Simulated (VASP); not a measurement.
Set up this calculation in VASP 6.6.1, as the native input.

- Task: single point
- Functional: r2SCAN
- Potentials or basis: VASP PAW PBE potentials, release 64 (Ti_sv)
- Cutoff: 520 eV
- k mesh: 4 × 4 × 4
- Occupations: gaussian, width 0.1 eV
- Spin: no spin polarisation
- Dipole correction: no
- Further INCAR settings: ALGO = Normal; EDIFF = 1e-07; NBANDS = 32

Ti:

```
Ti
1.0
     1.87863   -4.88911    0.00000
     1.87863    4.88911    0.00000
     0.00000    0.00000    4.02363
Ti
4
Direct
  0.15048 0.84952 0.99999
  0.65048 0.34952 0.50001
  0.84952 0.15048 0.00001
  0.34952 0.65048 0.49999
```

The cell was built by a generator and needn't be a form met in nature.

One way to write it, as run:

POSCAR

```
Ti
1.0
    1.8786300365     -4.8891090682      0.0000000000
    1.8786300365      4.8891090682      0.0000000000
    0.0000000000      0.0000000000      4.0236283259
Ti
4
Direct
    0.1504810978      0.8495189022     -0.0000051616
    0.6504810978      0.3495189022      0.5000051616
    0.8495189022      0.1504810978      1.0000051616
    0.3495189022      0.6504810978      0.4999948384
```

INCAR.step1

```
SYSTEM = Ti
PREC = Accurate
ENCUT = 520
ISMEAR = 0
SIGMA = 0.1
LREAL = .False.
LASPH = .True.
NELM = 100
NBANDS = 32
GGA = PE
ALGO = Normal
EDIFF = 1E-4
LWAVE = .True.
LCHARG = .False.
```

INCAR.step2

```
SYSTEM = Ti
PREC = Accurate
ENCUT = 520
EDIFF = 1E-7
ISMEAR = 0
SIGMA = 0.1
LREAL = .False.
LASPH = .True.
NELM = 100
ALGO = Normal
ISIF = 2
LWAVE = .False.
LCHARG = .True.
METAGGA = R2SCAN
LMIXTAU = .True.
LELF = .True.
LVHAR = .True.
NBANDS = 32
ISTART = 1
```

KPOINTS

```
regular mesh
0
Gamma
  4 4 4
  0 0 0
```

Potentials or basis: VASP PAW PBE potentials, release 64 (Ti_sv).

The run is started by

```bash
$ cat potpaw_PBE.64/Ti_sv/POTCAR > POTCAR
$ cp INCAR.step1 INCAR
$ mpirun -np 1 vasp_std > vasp.out
$ cp INCAR.step2 INCAR
$ mpirun -np 1 vasp_std > vasp.out
```

It gave:

* Pressure: 0.3 GPa
* Largest force: 0.042 eV/Å
* Band gap on the k mesh: none (metal or under the smearing width)

Caveat: the k mesh is coarse (spacing up to 0.45 Å⁻¹), so the values aren't converged; the PAW data sets were made with another functional, which shifts forces and pressure a little.

Wall time 5.3 min on 1 thread of Intel(R) Xeon(R) Platinum 8375C CPU @ 2.90GHz (Ice Lake), on a shared host, peak memory 0.23 GiB.
